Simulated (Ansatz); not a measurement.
The cell is the one relaxed in the Materials Project (mp-1055), not relaxed further here; entries there can be hypothetical.

Input and log of a run on CdSe: DFT, PBEsol, all-electron LAPW, scalar-relativistic (Ansatz 0.2.0).

```yaml
crystal:
  lattice:
    - [0.0, 2.873958, 2.873958]
    - [2.873958, 0.0, 2.873958]
    - [2.873958, 2.873958, 0.0]
  atoms:
    - { symbol: Cd, position: [0.0, 0.0, 0.0] }
    - { symbol: Se, position: [0.5, 0.5, 0.5] }
kpoints:
  mp_grid: { grid: [11, 11, 11] }
  band_path:
    path:
      - [0.0, 0.0, 0.0]
      - [0.5, 0.0, 0.5]
      - [0.625, 0.25, 0.625]
      - [0.375, 0.375, 0.75]
      - [0.0, 0.0, 0.0]
      - [0.5, 0.5, 0.5]
      - [0.5, 0.25, 0.75]
      - [0.5, 0.0, 0.5]
    npoints: 8
scf:
  occupations: { method: fermi_dirac, width: 0.05 }
hamiltonian:
  xc: pbesol
  pseudopotentials: { kind: all_electron, lapw: { basis_error: 0.0005 } }
output:
  forces: true
  stress: true
  eigenvalues: true
  populations: true
  dos: { projected: true, de: 0.2, e_range: [-14, 8] }
```

The log:

```
Cd: projections on atomic orbitals take those of the free atom 1s2 2s2 2p6 3s2 3p6 3d10 4s2 4p6 4d10 5s2, of charge +0.00 (hamiltonian.pseudopotentials.projection_atoms)
Se: projections on atomic orbitals take those of the free atom 1s2 2s2 2p6 3s2 3p6 3d10 4s2 4p4, of charge +0.00 (hamiltonian.pseudopotentials.projection_atoms)
LAPW: plane waves up to 7.875 Å⁻¹, error target 5.0e-4 eV per atom; small_component_spin mean_spin; Se in spheres of 1.373 Å, 24 of its electrons in bands, Dirac shells []; Cd in spheres of 1.501 Å, 20 of its electrons in bands, Dirac shells []
Engine: ansatz 0.2.0
Pseudopotentials: kind: all_electron
Pseudopotential: Cd, LAPW, valence charge 20, Koelling and Harmon's equation, gaussian nucleus
Pseudopotential: Se, LAPW, valence charge 24, Koelling and Harmon's equation, gaussian nucleus
Functional definition: PBEsol
  exchange = pbesol_x
  correlation = pbesol_c
Crystal: 2 atoms, lattice volume = 47.476 Å³
Basis set: ecut = 236.29831067070066 eV, 387 PW (Γ), exchange–correlation at level 2
Bands: 27, of which v1, the nominal top of the filled ones, is band 22 counted from 1 (21 counted from 0)
Symmetry: 48 space group operations
Space group: Fm-3m (ITA 225), of the structure as read, at distance tolerance 3.6e-5 Å
k-points: 56 of 1331
Non-local potential: Cd, projectors of the file, none
Non-local potential: Se, projectors of the file, none
Initial density: superposition of atomic densities (chi_scale 0.1, normalization cell, long waves kept (reshape's long-wave potential 0.00 eV rms))
Initial wavefunctions: plane waves of lowest kinetic energy (no species holds an atomic orbital)
Functional: x = pbesol(κ = 0.804, μ = 0.12345679012345678), c = pbesol(β = 0.046)
iter 1 solved again at ethr=2.04e-3 eV; its pass at ethr=1.00e-1 eV (dr2=8.98e-1 eV) is discarded
SCF iter   1: F=—  HF=-218247.206851 eV  |F-HF|=—  |Δ(HF+E_count)|=         —  Δρ=2.97e-2  dr2=8.98e-1  ethr=2.04e-3  ⟨swp⟩=2.0  Hψ=9636  notcnv=0
preconditioner: auto → none  [insulator: Δε(μ)=0.432 eV  Ē_g=12.434 eV  σ=0.050 eV  W_gap=0.95  n_scr=14 (ndim 8)  ℏωp=22.9 eV  f_vac=0.054  D(μ)=0.02/eV (n_scr^D=0)  ε∞_Penn≈4.4]
iter 2 solved again at ethr=2.61e-5 eV; its pass at ethr=2.04e-3 eV (dr2=1.15e-2 eV) is discarded
SCF iter   2: F=—  HF=-218246.847997 eV  |F-HF|=—  |Δ(HF+E_count)|=   3.59e-1  Δρ=5.55e-3  dr2=1.15e-2  ethr=2.61e-5  ⟨swp⟩=2.0  Hψ=7825  notcnv=0
SCF iter   3: F=—  HF=-218246.800579 eV  |F-HF|=—  |Δ(HF+E_count)|=   4.74e-2  Δρ=3.77e-3  dr2=9.76e-3  ethr=2.61e-5  ⟨swp⟩=3.0  Hψ=4815  notcnv=0
SCF iter   4: F=—  HF=-218246.798563 eV  |F-HF|=—  |Δ(HF+E_count)|=         —  Δρ=1.13e-3  dr2=7.14e-4  ethr=2.22e-5  ⟨swp⟩=2.0  Hψ=4374  notcnv=0
the basis was enlarged: its passes take 80.8 KiB over the memory plan, 1 of 1 planned eigensolver slots
SCF iter   5: F=—  HF=-218246.798531 eV  |F-HF|=—  |Δ(HF+E_count)|=   3.20e-5  Δρ=1.81e-4  dr2=1.07e-5  ethr=1.62e-6  ⟨swp⟩=2.0  Hψ=4374  notcnv=0
SCF iter   6: F=—  HF=-218246.798537 eV  |F-HF|=—  |Δ(HF+E_count)|=   6.19e-6  Δρ=4.09e-5  dr2=6.59e-7  ethr=2.44e-8  ⟨swp⟩=2.0  Hψ=4374  notcnv=0
SCF iter   7: F=-218246.798537 eV  HF=-218246.798537 eV  |F-HF|=1.06e-8  |Δ(HF+E_count)|=   1.82e-8  Δρ=4.86e-6  dr2=6.14e-9  ethr=1.50e-9  ⟨swp⟩=2.0  Hψ=4374  notcnv=0
SCF 1 converged in 7 iterations: F = -218246.798537 eV  dr2 = 6.14e-9
NSCF: frozen V_eff on 57 k-points
SCF converged after 7 iterations
Free energy (F): -218246.798537 eV
Harris-Foulkes:  -218246.798537 eV  (|F-HF|=1.06e-8)
Internal energy: -218246.794383 eV  (E = F + TS)
E sigma→0 (E₀):  -218246.796460 eV
Entropy (-TS):   -0.004154 eV (-2.077 meV/atom)
Fermi energy:    10.738683 eV
--- Per-component energies (eV) ---
  E_band       = -1986.075476
  E_kinetic    = 227027.165779
  E_xc         = -6488.098269
  E_electrostatic = -438785.861893  (all electrons and nuclei)
  E_smearing   = -0.004154  (= −TS)
  E_closure    = 0.000000  (closes the sum)
  E_atoms      = -218240.837515  (free atoms, spherical and without spin; not in F)
  Σ components = -218246.798537   (vs F -218246.798537, Δ=0.00e0)
  Basis errors (estimates in eV, not in F): energy 1.8e-4 per atom: plane waves 1.6e-4 (8.9e-5 summed), levels above the bands 1.8e-82, relativity 1.6e-8, radial functions 1.7e-5, core shells 5.1e-8; eigenvalues (radial functions only) 8.9e-7; not estimated: angular momenta, meshes, grids; target (lapw.basis_error) 5.0e-4; muffin-tin radii Se 1.373 Å, Cd 1.501 Å
--- Forces (eV/Å), atoms counted from 1 ---
  atom   1  Cd     0.00000000     0.00000000     0.00000000
  atom   2  Se    -0.00000000     0.00000000     0.00000000
  max |Σ_I F_I| component: 1.37e-30 eV/Å
--- Stress (GPa, compression-positive) ---
       -3.864735      -0.000000       0.000000
       -0.000000      -3.864735       0.000000
        0.000000       0.000000      -3.864735
  P = ⅓ Tr σ = -3.8647 GPa (-38.647 kbar)
--- Band table (eV; the first three rows and the last of 56) ---
  k-point 0: bands = ["-196.0154", "-135.6794", "-135.6794", "-135.6794", "-91.0785", "-52.1785", "-52.1785", "-52.1785", "-36.1126", "-36.1126", "-36.1098", "-36.1098", "-36.1098", "-2.2179", "2.8312", "2.8312", "2.8498", "2.8498", "2.8498", "10.0708", "10.0708", "10.0708", "10.6722", "19.2956", "19.2956", "19.2956", "20.3666"]
  k-point 1: bands = ["-196.0154", "-135.6794", "-135.6794", "-135.6794", "-91.0785", "-52.1786", "-52.1785", "-52.1785", "-36.1126", "-36.1126", "-36.1098", "-36.1098", "-36.1098", "-2.1584", "2.8144", "2.8144", "2.8450", "2.8592", "2.8592", "9.0757", "10.1102", "10.1102", "11.6605", "18.3850", "19.0565", "19.0565", "20.0062"]
  k-point 2: bands = ["-196.0154", "-135.6794", "-135.6794", "-135.6794", "-91.0785", "-52.1787", "-52.1785", "-52.1785", "-36.1126", "-36.1126", "-36.1098", "-36.1098", "-36.1098", "-1.9904", "2.7662", "2.7662", "2.8285", "2.8884", "2.8884", "7.9181", "10.2204", "10.2204", "12.7481", "17.3461", "18.0828", "18.0828", "20.0044"]
  k-point 55: bands = ["-196.0154", "-135.6794", "-135.6794", "-135.6794", "-91.0784", "-52.1790", "-52.1790", "-52.1788", "-36.1126", "-36.1125", "-36.1097", "-36.1097", "-36.1095", "-1.3238", "2.7299", "2.8368", "2.8787", "3.0353", "3.3421", "7.2186", "7.4268", "8.2173", "13.4464", "16.4234", "17.8844", "18.2670", "21.9932"]
--- Löwdin populations: 2 sites ---
  site symbol       q [e]
     0     Cd     46.8150
     1     Se     35.0039
  spilling = 0.002209 (of n_electrons = 82.000000)
```
